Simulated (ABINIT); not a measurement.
# Pt (P6_3/mmc) in ABINIT: convergence with k mesh

Aim: find how far k mesh must go before the results for Pt settle, at PBE. This setting moves, with any that are tied to it; all else stays.

Program: ABINIT 10.8.3 (patched build). These are calculated values, not measurements. Logs are shortened: lines on timing, memory, paths and dates and some standing lists are left out, and cuts for length are marked. The log counts tension as positive stress, the text compression.

## (1) The crystal as given

The structure is hexagonal, space group P6_3/mmc (No. 194). Conventional cell: a = 2.761 Å, b = 2.761 Å, c = 4.792 Å, α = 90.00°, β = 90.00°, γ = 120.00°. Pt (site symmetry -6m2) has 12 Pt at 2.76 to 2.88 Å as nearest neighbours.

This isn't the form of Pt at room conditions, which is fcc.

## (2) With k mesh 2 × 2 × 1

File run.abi:

```
# Pseudopotentials
pp_dirpath "./"
pseudos "Pt.upf"

# Structure
acell 3*1.0 Angstrom
rprim
     2.7606656158     0.0000000000     0.0000000000
    -1.3803328079     2.3908065546     0.0000000000
     0.0000000000     0.0000000000     4.7921340000
ntypat 1
znucl 78
natom 2
typat 1 1
xcart
    -0.0000000003     3.0119797369     2.2639552031
     2.6084509680     1.5059898682     6.7918656094

# Plane-wave basis
ecut 42.0

# k points
kptopt 1
ngkpt 2 2 1
nshiftk 1
shiftk 0.0 0.0 0.0

# Exchange and correlation
ixc 11

# Bands and occupations
nband 22
occopt 7
tsmear 0.1 eV

# SCF cycle
nstep 100
tolvrs 1.0e-10

# Output
iomode 3
prtwf 0
prtden 0
prteig 0
prtebands 0
enunit 1
prtvol 2
```

Potentials or basis: PseudoDojo NC SR PBE v0.5 stringent.

Started as:

```bash
> abinit run.abi > log 2>&1
```

run.abo:

```text
.Version 10.8.3 of ABINIT
 Symmetries : space group P6_3/m m c (#194); Bravais hP (primitive hexag.)
================================================================================
 Values of the parameters that define the memory need of the present run
     intxc =       0    ionmov =       0      iscf =       7    lmnmax =       8
     lnmax =       8     mgfft =      54  mpssoang =       4    mqgrid =    3001
     natom =       2  nloc_mem =       1    nspden =       1   nspinor =       1
    nsppol =       1      nsym =      24    n1xccc =    2501    ntypat =       1
    occopt =       7   xclevel =       2
       mpw =        1415          nfft =       55296          nkpt =           2
================================================================================
================================================================================

--------------------------------------------------------------------------------
------------- Echo of variables that govern the present computation ------------
--------------------------------------------------------------------------------
 -outvars: echo values of preprocessed input variables --------
            acell      1.8897261259E+00  1.8897261259E+00  1.8897261259E+00 Bohr
              amu      1.95080000E+02
             ecut      4.20000000E+01 Hartree
           enunit           1
              ixc          11
         kptrlatt        2    0    0      0    2    0      0    0    1
          kptrlen      9.05582082E+00
            natom           2
            nband          22
            ngfft          32      32      54
             nkpt           2
            nstep         100
             nsym          24
           ntypat           1
           occopt           7
           prtden           0
        prtebands           0
           prteig           0
           prtvol           2
            prtwf           0
            rprim      2.7606656158E+00  0.0000000000E+00  0.0000000000E+00
                      -1.3803328079E+00  2.3908065546E+00  0.0000000000E+00
                       0.0000000000E+00  0.0000000000E+00  4.7921340000E+00
          spgroup         194
           tolvrs      1.00000000E-10
           tsmear      3.67493222E-03 Hartree
            typat      1  1
           xangst     -4.8585869831E-10  1.5938710356E+00  1.1980334984E+00
                       1.3803328074E+00  7.9693551737E-01  3.5941004984E+00
            xcart     -9.1813987569E-10  3.0119797373E+00  2.2639552016E+00
                       2.6084509686E+00  1.5059898678E+00  6.7918656109E+00
             xred      3.3333333298E-01  6.6666666632E-01  2.4999999966E-01
                       6.6666666632E-01  3.3333333299E-01  7.4999999966E-01
            znucl       78.00000

================================================================================

[... 102 lines left out ...]
  3.33E-18 4.11E-17 2.22E-18 2.27E-18 9.37E-16 4.03E-08
   0.5000  0.0000  0.0000    1  1.45169E-04 kpt; spin; max resid(k); each band:
  4.73E-16 4.64E-16 5.65E-17 1.12E-16 1.94E-17 2.18E-17 1.02E-17 1.71E-18
  2.31E-16 2.35E-16 5.56E-17 3.36E-17 5.60E-18 9.27E-16 8.69E-16 1.19E-16
  2.41E-16 7.86E-16 9.13E-15 2.19E-14 5.39E-09 1.45E-04
 reduced coordinates (array xred) for    2 atoms
       0.333333332985      0.666666666321      0.249999999660
       0.666666666318      0.333333332988      0.749999999660
 rms dE/dt=  2.1986E-28; max dE/dt=  2.6926E-28; dE/dt below (all hartree)
    1       0.000000000000      0.000000000000      0.000000000000
    2      -0.000000000000     -0.000000000000     -0.000000000000

 cartesian coordinates (angstrom) at end:
    1     -0.00000000048586     1.59387103557470     1.19803349837252
    2      1.38033280741414     0.79693551737470     3.59410049837253

 cartesian forces (hartree/bohr) at end:
    1     -0.00000000000000    -0.00000000000000    -0.00000000000000
    2      0.00000000000000     0.00000000000000     0.00000000000000
 frms,max,avg= 5.9598805E-29 8.9397853E-29   0.000E+00  0.000E+00  0.000E+00 h/b

 cartesian forces (eV/Angstrom) at end:
    1     -0.00000000000000    -0.00000000000000    -0.00000000000000
    2      0.00000000000000     0.00000000000000     0.00000000000000
 frms,max,avg= 3.0646938E-27 4.5970224E-27   0.000E+00  0.000E+00  0.000E+00 e/A
 length scales=  1.889726125908  1.889726125908  1.889726125908 bohr
              =  1.000000000000  1.000000000000  1.000000000000 angstroms
 Fermi (or HOMO) energy (eV) =  15.79835   Average Vxc (eV)= -14.18333
 Eigenvalues (   eV  ) for nkpt=   2  k points:
 kpt#   1, nband= 22, wtk=  0.25000, kpt=  0.0000  0.0000  0.0000 (reduced coord)
 -82.81992  -82.80115  -36.93945  -36.93945  -36.92638  -36.90019  -36.90019  -36.59952
   5.61880    8.13187   11.58135   11.86112   11.86112   12.22120   12.22120   13.83631
  13.83631   14.78825   15.40617   15.40617   20.26008   30.21053
 kpt#   2, nband= 22, wtk=  0.75000, kpt=  0.5000  0.0000  0.0000 (reduced coord)
 -82.78952  -82.78333  -37.32600  -37.28343  -37.04746  -36.98319  -36.76780  -36.66151
   8.83961    8.96286    9.90318   12.22201   12.50970   12.62046   12.91323   15.62237
  15.62944   15.82594   17.59727   19.00166   22.47012   24.39656
 Total charge density [el/Bohr^3]
)     Maximum=    1.4384E+00  at reduced coord.    0.8125    0.4063    0.7963
)Next maximum=    1.4384E+00  at reduced coord.    0.4063    0.8125    0.2963
)     Minimum=    2.1286E-02  at reduced coord.    0.0000    0.0000    0.0000
)Next minimum=    2.1286E-02  at reduced coord.    0.0000    0.0000    0.5000
   Integrated=    3.6000E+01

--- !EnergyTerms
iteration_state     : {dtset: 1, }
comment             : Components of total free energy in Hartree
kinetic             :  7.49614941172200E+01
hartree             :  3.99250908180888E+01
xc                  : -4.75906572494686E+01
Ewald energy        : -1.97174474215671E+02
psp_core            :  8.95263386282771E+00
local_psp           : -1.56101155862821E+02
non_local_psp       :  1.59652488332387E+01
internal            : -2.61061819696586E+02
'-kT*entropy'       : -1.60102762246086E-03
total_energy        : -2.61063420724208E+02
total_energy_eV     : -7.10389757602347E+03
band_energy         : -1.94675789548638E+01
...

 Cartesian components of stress tensor (hartree/bohr^3)
  sigma(1 1)= -1.14218742E-03  sigma(3 2)=  0.00000000E+00
  sigma(2 2)= -1.14218741E-03  sigma(3 1)=  0.00000000E+00
  sigma(3 3)= -7.29973647E-05  sigma(2 1)=  0.00000000E+00

-Cartesian components of stress tensor (GPa)         [Pressure=  2.3119E+01 GPa]
- sigma(1 1)= -3.36043140E+01  sigma(3 2)=  0.00000000E+00
- sigma(2 2)= -3.36043139E+01  sigma(3 1)=  0.00000000E+00
- sigma(3 3)= -2.14765662E+00  sigma(2 1)=  0.00000000E+00

== END DATASET(S) ==============================================================
================================================================================

 -outvars: echo values of variables after computation  --------
            acell      1.8897261259E+00  1.8897261259E+00  1.8897261259E+00 Bohr
           etotal     -2.6106342072E+02
            fcart     -5.1613874568E-29 -8.9397853128E-29 -2.9036974156E-31
                       5.1613874568E-29  8.9397853128E-29  2.9036974156E-31
            rprim      2.7606656158E+00  0.0000000000E+00  0.0000000000E+00
                      -1.3803328079E+00  2.3908065546E+00  0.0000000000E+00
                       0.0000000000E+00  0.0000000000E+00  4.7921340000E+00
           strten     -1.1421874159E-03 -1.1421874146E-03 -7.2997364698E-05
                       0.0000000000E+00  0.0000000000E+00  0.0000000000E+00
           xangst     -4.8585869831E-10  1.5938710356E+00  1.1980334984E+00
                       1.3803328074E+00  7.9693551737E-01  3.5941004984E+00
             xred      3.3333333298E-01  6.6666666632E-01  2.4999999966E-01
                       6.6666666632E-01  3.3333333299E-01  7.4999999966E-01
 Calculation completed.
```

Wall time 1.8 s (1 thread of AMD EPYC 9R45 (Zen 5), shared host); peak memory 0.07 GiB.

What came out:

* Free energy: -7103.8976 eV
* Pressure: 23.1 GPa
* Band gap on the k mesh: none (metal or under the smearing width)
* Valence electrons inside the program's atomic spheres: Pt 14.52 (radii [1.0584] Å)

## (3) With k mesh 3 × 3 × 2

run.abi, as its differences from that of step 2:

```diff
@@ -23,3 +23,3 @@
 kptopt 1
-ngkpt 2 2 1
+ngkpt 3 3 2
 nshiftk 1
```

Potentials or basis: PseudoDojo NC SR PBE v0.5 stringent.

Started as:

```bash
> abinit run.abi > log 2>&1
```

Wall time 5.5 s (1 thread of AMD EPYC 9R45 (Zen 5), shared host); peak memory 0.07 GiB.

It converged, with:

| Quantity | Value |
| --- | --- |
| Free energy | -7106.0077 eV |
| Pressure | 5.6 GPa |
| Band gap on the k mesh | none (metal or under the smearing width) |
| Valence electrons inside the program's atomic spheres | Pt 14.46 (radii [1.0584] Å) |

## (4) With k mesh 4 × 4 × 2

run.abi, as its differences from that of step 3:

```diff
@@ -23,3 +23,3 @@
 kptopt 1
-ngkpt 3 3 2
+ngkpt 4 4 2
 nshiftk 1
```

Started as:

```bash
> abinit run.abi > log 2>&1
```

It took 5.6 s on 1 thread of AMD EPYC 9R45 (Zen 5), shared host; peak memory 0.07 GiB.

It converged, with:

```
Free energy                                           : -7107.2262 eV
Pressure                                              : -2.8 GPa
Band gap on the k mesh                                : none (metal or under the smearing width)
Valence electrons inside the program's atomic spheres : Pt 14.47 (radii [1.0584] Å)
```

## (5) With k mesh 5 × 5 × 3

run.abi, as its differences from that of step 4:

```diff
@@ -23,3 +23,3 @@
 kptopt 1
-ngkpt 4 4 2
+ngkpt 5 5 3
 nshiftk 1
```

Started as:

```bash
> abinit run.abi > log 2>&1
```

Run time: 9 s. Hardware: 1 thread of AMD EPYC 9R45 (Zen 5), shared host; peak memory 0.07 GiB.

It converged, with:

| Quantity | Value |
| --- | --- |
| Free energy | -7106.8312 eV |
| Pressure | 0.2 GPa |
| Band gap on the k mesh | none (metal or under the smearing width) |
| Valence electrons inside the program's atomic spheres | Pt 14.47 (radii [1.0584] Å) |

## (6) With k mesh 7 × 7 × 4

run.abi, as its differences from that of step 5:

```diff
@@ -23,3 +23,3 @@
 kptopt 1
-ngkpt 5 5 3
+ngkpt 7 7 4
 nshiftk 1
```

Potentials or basis: PseudoDojo NC SR PBE v0.5 stringent.

Started as:

```bash
> abinit run.abi > log 2>&1
```

It took 20 s on 1 thread of AMD EPYC 9R45 (Zen 5), shared host; peak memory 0.09 GiB.

The run converged. Its results:

- Free energy: -7107.0662 eV
- Pressure: -1.1 GPa
- Band gap on the k mesh: none (metal or under the smearing width)
- Valence electrons inside the program's atomic spheres: Pt 14.48 (radii [1.0584] Å)

## (7) With k mesh 8 × 8 × 4

run.abi, as its differences from that of step 6:

```diff
@@ -23,3 +23,3 @@
 kptopt 1
-ngkpt 7 7 4
+ngkpt 8 8 4
 nshiftk 1
@@ -46,2 +46 @@
 enunit 1
-prtvol 2
```

Started as:

```bash
> abinit run.abi > log 2>&1
```

It took 25 s on 1 thread of AMD EPYC 9R45 (Zen 5), shared host; peak memory 0.09 GiB.

Results (log left out):

```
Free energy                                           : -7107.0575 eV
Pressure                                              : -1.0 GPa
Band gap on the k mesh                                : none (metal or under the smearing width)
Valence electrons inside the program's atomic spheres : Pt 14.48 (radii [1.0584] Å)
```

## (8) With k mesh 9 × 9 × 5

run.abi, as its differences from that of step 7:

```diff
@@ -23,3 +23,3 @@
 kptopt 1
-ngkpt 8 8 4
+ngkpt 9 9 5
 nshiftk 1
```

Started as:

```bash
> abinit run.abi > log 2>&1
```

It took 28 s on 1 thread of AMD EPYC 9R45 (Zen 5), shared host; peak memory 0.1 GiB.

The run converged. Its results:

```yaml
Free_energy: -7107.1386 eV
Pressure: -1.7 GPa
Band_gap_on_the_k_mesh: none (metal or under the smearing width)
Valence_electrons_inside_the_program's_atomic_spheres: Pt 14.48 (radii [1.0584] Å)
```

## (9) With k mesh 11 × 11 × 6

run.abi, as its differences from that of step 8:

```diff
@@ -23,3 +23,3 @@
 kptopt 1
-ngkpt 9 9 5
+ngkpt 11 11 6
 nshiftk 1
```

Potentials or basis: PseudoDojo NC SR PBE v0.5 stringent.

Started as:

```bash
> abinit run.abi > log 2>&1
```

It took 51 s on 1 thread of AMD EPYC 9R45 (Zen 5), shared host; peak memory 0.12 GiB.

The run converged. Its results:

```
Free energy                                           : -7107.0892 eV
Pressure                                              : -1.2 GPa
Band gap on the k mesh                                : none (metal or under the smearing width)
Valence electrons inside the program's atomic spheres : Pt 14.48 (radii [1.0584] Å)
```

## (10) With k mesh 14 × 14 × 8

run.abi, as its differences from that of step 9:

```diff
@@ -23,3 +23,3 @@
 kptopt 1
-ngkpt 11 11 6
+ngkpt 14 14 8
 nshiftk 1
```

Started as:

```bash
> abinit run.abi > log 2>&1
```

Wall time 96 s (1 thread of AMD EPYC 9R45 (Zen 5), shared host); peak memory 0.18 GiB.

It converged, with:

| Item | Value |
| --- | --- |
| Free energy | -7107.0958 eV |
| Pressure | -1.4 GPa |
| Band gap on the k mesh | none (metal or under the smearing width) |
| Valence electrons inside the program's atomic spheres | Pt 14.48 (radii [1.0584] Å) |

## (11) Summary

| k mesh | energy less the tightest run, at zero smearing (meV/atom) | pressure (GPa) | SCF cycles | CPU time (s) | peak memory (GiB) |
| --- | --- | --- | --- | --- | --- |
| 2 × 2 × 1 | 1604.52 | 23.12 | 9 | 1.7 | 0.07 |
| 3 × 3 × 2 | 551.24 | 5.61 | 10 | 5.5 | 0.07 |
| 4 × 4 × 2 | -61.88 | -2.84 | 8 | 5.5 | 0.07 |
| 5 × 5 × 3 | 135.94 | 0.16 | 9 | 9 | 0.07 |
| 7 × 7 × 4 | 17.01 | -1.13 | 9 | 20 | 0.09 |
| 8 × 8 × 4 | 19.06 | -1.04 | 9 | 25 | 0.09 |
| 9 × 9 × 5 | -23.39 | -1.74 | 8 | 28 | 0.1 |
| 11 × 11 × 6 | 3.70 | -1.23 | 8 | 51 | 0.12 |
| 14 × 14 × 8 | 0.00 | -1.38 | 8 | 96 | 0.18 |

Not settled before the last step: the energy (to 1 meV/atom), the pressure (to 0.1 GPa). Meshes of other sizes hit other points, so gaps and Fermi surfaces needn't settle smoothly. The tightest run that finished is the yardstick and may itself not be fully converged.
